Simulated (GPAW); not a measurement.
# TePb (Fm-3m) in GPAW: single point with LDA

Aim: the single point of TePb with LDA.

All numbers are computed with GPAW 26.7.0; they aren't measurements. Logs are shortened: lines on timing, memory, paths and dates and some standing lists are left out, and cuts for length are marked. The log counts tension as positive stress, the text compression.

**What was measured.**

A printed reference work, monograph reports, for a bulk crystal of TePb at 4.2 K: band gap 0.19 eV (direct).

The runs below are set against these values where they give the same quantity.

### 1 The structure

Symmetry: Fm-3m, No. 225, cubic system. The conventional cell has a = 6.462 Å, b = 6.462 Å, c = 6.462 Å, α = 90.00°, β = 90.00°, γ = 90.00°. Pb (site symmetry m-3m) has 6 Te at 3.23 Å as nearest neighbours. Te (site symmetry m-3m) is surrounded by 6 Pb at 3.23 Å.

### 2 Single point, LDA

Input file run.py:

```python
from ase import Atoms
from ase.dft.bandgap import bandgap
from ase.io import write
from ase.units import GPa
from gpaw import GPAW, PW

atoms = Atoms(['Pb', 'Te'],
              cell=[[0.0, 3.231, 3.231],
                    [3.231, 0.0, 3.231],
                    [3.231, 3.231, 0.0]],
              scaled_positions=[[0.0, 0.0, 0.0],
                                [0.5, 0.5, 0.5]],
              pbc=True)

calc = GPAW(mode=PW(450),
            xc='LDA',
            kpts={'size': (6, 6, 6), 'gamma': True},
            occupations={'name': 'fermi-dirac', 'width': 0.05},
            nbands=19,
            maxiter=120,
            txt='gpaw.txt')
atoms.calc = calc
energy = atoms.get_potential_energy()
forces = atoms.get_forces()
stress = atoms.get_stress()
calc.write('gs.gpw')
write('result.traj', atoms)
print(f'Energy: {energy:.6f} eV')
print('Forces (eV/A):')
print(forces.round(4))
print('Stress (GPa):', (stress / GPa).round(3))
print('Fermi level:', round(calc.get_fermi_level(), 4), 'eV')
print(f'Gap: {bandgap(calc)[0]:.4f} eV, direct: {bandgap(calc, direct=True)[0]:.4f} eV')
```

Potentials or basis: the program's PAW data sets (release 1.2.1) made for this functional, pw.

Launch:

```
OMP_NUM_THREADS=1 python run.py
```

gpaw.txt:

```text
__  _  _
 | _ |_)|_||  |
 |__||  | ||/\| - 26.7.0

Input parameters:
  mode=PW(ecut=450.00000000000006),
  kpts=MonkhorstPack(size=(6, 6, 6), gamma=True),
  maxiter=120,
  nbands=19,
  occupations=Occupations(name='fermi-dirac', width=0.05),
  xc=XC(name='LDA')

Diagonalizing LCAO Hamiltonian
Converting LCAO to pw mode

                 Te

       Pb

Atoms  # Å, Bohr magnetons
|   | symbol |        x |        y |        z |    initial magnetic moments |
|---|--------|----------|----------|----------|-----------------------------|
| 0 |     Pb | 0.000000 | 0.000000 | 0.000000 | ( 0.0000,  0.0000,  0.0000) |
| 1 |     Te | 3.231000 | 3.231000 | 3.231000 | ( 0.0000,  0.0000,  0.0000) |

Unit cell  # Å
| periodic |        x |        y |        z |  lengths |    angles |
|----------|----------|----------|----------|----------|-----------|
|      yes | 0.000000 | 3.231000 | 3.231000 | 4.569324 | 60.000000 |
|      yes | 3.231000 | 0.000000 | 3.231000 | 4.569324 | 60.000000 |
|      yes | 3.231000 | 3.231000 | 0.000000 | 4.569324 | 60.000000 |

Number of symmetries: 48
Symmetry operations  # r_c * U_cc + t_c -> r_c
|    | kind |            matrix            |
|----|------|------------------------------|
|  0 |  σ   |  1, 0, 0,  1, 0,-1,  1,-1, 0 |
|  1 |  C2  |  1, 0, 0,  1,-1, 0,  1, 0,-1 |
|  2 |  E   |  1, 0, 0,  0, 1, 0,  0, 0, 1 |
|  3 |  σ   |  1, 0, 0,  0, 0, 1,  0, 1, 0 |
|  4 |  C4  |  1, 0,-1,  1, 0, 0,  1,-1, 0 |
|  5 |  S6  |  1, 0,-1,  1,-1, 0,  1, 0, 0 |
|  6 |  σ   |  1, 0,-1,  0, 1,-1,  0, 0,-1 |
|  7 |  C3  |  1, 0,-1,  0, 0,-1,  0, 1,-1 |
|  8 |  S6  |  1,-1, 0,  1, 0, 0,  1, 0,-1 |
|  9 |  C4  |  1,-1, 0,  1, 0,-1,  1, 0, 0 |
| 10 |  C3  |  1,-1, 0,  0,-1, 1,  0,-1, 0 |
| 11 |  σ   |  1,-1, 0,  0,-1, 0,  0,-1, 1 |
| 12 |  σ   |  0, 1, 0,  1, 0, 0,  0, 0, 1 |
| 13 |  C4  |  0, 1, 0,  0, 1,-1, -1, 1, 0 |
| 14 |  C3  |  0, 1, 0,  0, 0, 1,  1, 0, 0 |
| 15 |  S6  |  0, 1, 0, -1, 1, 0,  0, 1,-1 |
| 16 |  C2  |  0, 1,-1,  1, 0,-1,  0, 0,-1 |
| 17 |  σ   |  0, 1,-1,  0, 1, 0, -1, 1, 0 |
| 18 |  S4  |  0, 1,-1,  0, 0,-1,  1, 0,-1 |
| 19 |  C4  |  0, 1,-1, -1, 1, 0,  0, 1, 0 |
| 20 |  C3  |  0, 0, 1,  1, 0, 0,  0, 1, 0 |
| 21 |  σ   |  0, 0, 1,  0, 1, 0,  1, 0, 0 |
| 22 |  S6  |  0, 0, 1,  0,-1, 1, -1, 0, 1 |
| 23 |  C4  |  0, 0, 1, -1, 0, 1,  0,-1, 1 |
| 24 |  S4  |  0, 0,-1,  1, 0,-1,  0, 1,-1 |
| 25 |  C3  |  0, 0,-1,  0, 1,-1,  1, 0,-1 |
| 26 |  C2  |  0, 0,-1,  0,-1, 0, -1, 0, 0 |
| 27 |  S6  |  0, 0,-1, -1, 0, 0,  0,-1, 0 |
| 28 |  S4  |  0,-1, 1,  1,-1, 0,  0,-1, 0 |
| 29 |  C4  |  0,-1, 1,  0, 0, 1, -1, 0, 1 |
| 30 |  C2  |  0,-1, 1,  0,-1, 0,  1,-1, 0 |
| 31 |  σ   |  0,-1, 1, -1, 0, 1,  0, 0, 1 |
| 32 |  C3  |  0,-1, 0,  1,-1, 0,  0,-1, 1 |
| 33 |  S6  |  0,-1, 0,  0, 0,-1, -1, 0, 0 |
| 34 |  S4  |  0,-1, 0,  0,-1, 1,  1,-1, 0 |
| 35 |  C2  |  0,-1, 0, -1, 0, 0,  0, 0,-1 |
| 36 |  C2  | -1, 1, 0,  0, 1, 0,  0, 1,-1 |
| 37 |  S6  | -1, 1, 0,  0, 1,-1,  0, 1, 0 |
| 38 |  S4  | -1, 1, 0, -1, 0, 1, -1, 0, 0 |
| 39 |  C3  | -1, 1, 0, -1, 0, 0, -1, 0, 1 |
| 40 |  S6  | -1, 0, 1,  0, 0, 1,  0,-1, 1 |
| 41 |  C2  | -1, 0, 1,  0,-1, 1,  0, 0, 1 |
| 42 |  C3  | -1, 0, 1, -1, 1, 0, -1, 0, 0 |
| 43 |  S4  | -1, 0, 1, -1, 0, 0, -1, 1, 0 |
| 44 |  C2  | -1, 0, 0,  0, 0,-1,  0,-1, 0 |
| 45 |  i   | -1, 0, 0,  0,-1, 0,  0, 0,-1 |
| 46 |  σ   | -1, 0, 0, -1, 1, 0, -1, 0, 1 |
| 47 |  C2  | -1, 0, 0, -1, 0, 1, -1, 1, 0 |

BZ-sampling:
[... 63 lines left out ...]
    |   6p |  2.000 |      -3.713 |    1.275 |
    |   5d | 10.000 |     -21.326 |    1.217 |
    |    s |        |      14.962 |    1.259 |
    |    p |        |      23.498 |    1.275 |
    |    d |        |       5.885 |    1.217 |

    Using partial waves for Pb as LCAO basis

  Te:
    name:    Tellurium
    Z:       52.0
    valence: 6
    core:    46
    charge:  0.0  # [|e|]
    compensation charges:
      type: gauss
      rc: 0.36  # [Å]
      lmax: 2
    cutoffs:
      filter: 2.09  # [Å]
      core: 3.17  # [Å]
    projectors
    | kind |    occ | energy [eV] | rcut [Å] |
    |------|--------|-------------|----------|
    |   5s |  2.000 |     -15.337 |    1.180 |
    |   5p |  4.000 |      -6.113 |    1.196 |
    |    s |        |      11.875 |    1.180 |
    |    p |        |      21.098 |    1.196 |
    |    d |        |       0.000 |    1.238 |

    Using partial waves for Te as LCAO basis

Reference energy: -751608.429774  # eV

eigensolver:
  PPCG
  Converge bands: occupied
  niter=2

density mixing:
  MSR1-Mixer
  Pratt-step length: 0.05
  Maximum mixing coefficient: 0.75
  Old densities: 10
  SVD Regularization: 0.005
  Good broyden scale: 1.0
  Trust region scale: 1.0
  Backstep threshold: 4.0
  History deletion threshold: 6.0
  Fourier metric: weight=20.0, sigma=0.015

occupation numbers:
  Fermi-Dirac:
    width: 0.0500  # eV

poisson solver:
  ecut: 3600.0000000000005  # eV

xc functional:
  name: None

convergence criteria:
- Maximum [total energy] change in last 3 cyles: 0.0005 eV / valence electron
- Maximum integral of absolute [dens]ity change: 0.0001 electrons / valence electron
- Maximum integral of absolute [eigenst]ate change: 4e-08 eV^2 / valence electron
maximum number of iterations: 120

SCF iterations
|iter     | |      energy | eigst |  dens |
|---------|-|-------------|-------|-------|
|iter:   1| |   -9.177605 | -0.17 |       |
|iter:   2| |   -9.155926 | -2.05 | -1.37 |
|iter:   3| |   -9.063638 | -2.26 | -1.42 |
|iter:   4| |   -9.062845 | -4.09 | -2.02 |
|iter:   5| |   -9.062725c| -4.73 | -2.47 |
|iter:   6| |   -9.062726c| -6.26 | -3.39 |
|iter:   7| |   -9.062726c| -7.23 | -4.01c|
|iter:   8| |   -9.062726c| -7.57c| -4.61c|

Converged in 8 steps
Energy contributions relative to reference atoms: (reference = -751608.429774)

Energy contributions:
  Kinetic:          15.008898
  Coulomb:         -15.788405
  Zero:              0.128085
  External:          0.000000
  Xc:               -8.411274
  Entropy:          -0.000058
  Spinorbit:         0.000000
  ----------------------------
  Free energy:      -9.062755
  Extrapolated:     -9.062726

dipole moment: (-27.420693, -27.420693, -27.420693)  # |e|*Ang

Fermi level: 5.644
Eigenvalues  # (at kpt = [0.000, 0.000, 0.000])
| band index |      eig [eV] | occ [0-2] |
|------------|---------------|-----------|
|          0 |       -11.288 |     2.000 |
|        ... |               |           |
|          2 |       -11.270 |     2.000 |
|          3 |       -11.270 |     2.000 |
|          4 |       -11.270 |     2.000 |
|          5 |        -6.724 |     2.000 |
|          6 |        -0.349 |     2.000 |
|          7 |         3.981 |     2.000 |
[... 9 lines left out ...]
|         17 |        12.859 |     0.000 |
|         18 |        13.452 |     0.000 |

Gap: 0.616 eV
Transition (v -> c):
  (s=0, k=15, n=9, [0.50, 0.50, 0.50]) -> (s=0, k=15, n=10, [0.50, 0.50, 0.50])
No difference between direct/indirect transitions

Forces  # eV/Ang
|       x |        y |        z |
|---------|----------|----------|
| 0.00000 | -0.00000 | -0.00000 |  # Pb   0
| 0.00000 | -0.00000 | -0.00000 |  # Te   1

Stress tensor  # eV/Ang^3
|         x |         y |         z |
|-----------|-----------|-----------|
|  0.015865 | -0.000000 | -0.000000 |
| -0.000000 |  0.015865 | -0.000000 |
| -0.000000 | -0.000000 |  0.015865 |

# Writing to gs.gpw (mode='')
```

Run time: 10 s. Hardware: 1 thread of Intel Xeon Platinum 8259CL at 2.50GHz (Skylake/Cascade Lake), shared host; peak memory 0.15 GiB.

What came out:

* Free energy: -9.0628 eV
* Pressure: -2.5 GPa
* Band gap on the k mesh: 0.62 eV, direct

Levels at points of the mesh, in eV from the valence-band top:
```csv
k point,band 6,band 7,band 8,band 9,band 10,band 11,band 12,band 13,band 14,band 15
"(0.00, 0.00, 0.00)",-12.06,-5.68,-1.35,-1.35,-1.35,3.96,3.96,3.96,5.84,5.84
"(0.50, 0.50, 0.00)",-10.39,-7.34,-4.52,-2.81,-2.81,3.29,5.36,5.36,6.58,10.34
"(0.50, 0.50, 0.50)",-10.65,-8.61,-0.87,-0.87,0.00,0.62,1.19,1.19,8.31,9.24
```

Caveat: the cutoff is short for stress and forces, so pressures can be off by a GPa or more; spin-orbit coupling is left out, which as a rule narrows the gap of such compounds by several tenths of an eV.

### 3 Against experiment

Step 2. Against the measured gap of TePb, 0.19 eV (direct; 4.2 K; a printed reference work, monograph), the calculated 0.62 eV is off by +0.43 eV. Spin-orbit coupling on Pb, Te is left out. The value is that of LDA on a finite k mesh, which can miss the band edges, without temperature or zero-point motion.
